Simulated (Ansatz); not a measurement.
# Thallium (fcc) across density functionals

All rows: Ansatz, plane waves with scalar-relativistic PAW, 420 eV (500 eV for the SCAN forms), relaxed under each functional, no dispersion correction, no zero-point motion. B₀ comes from uniform scaling at fixed shape; a dash is a value not given.

```csv
functional,V (Å³/atom),cell,B₀ (GPa),magnetic state,ΔE to hcp (meV/atom)
PBE,31.26,a = 5.000 Å,27,spin not included,19
r²SCAN,29.90,a = 4.927 Å,32,spin not included,17
LDA,27.12,a = 4.769 Å,44,spin not included,13
revPBE,32.88,a = 5.085 Å,22,spin not included,21
RPBE,33.51,a = 5.118 Å,20,spin not included,23
BLYP,35.40,a = 5.212 Å,18,spin not included,25
```

Task: What does PBEsol give?

Result: V (Å³/atom): 28.43; cell: a = 4.845 Å; B₀ (GPa): 37; magnetic state: spin not included; ΔE to hcp (meV/atom): 15.
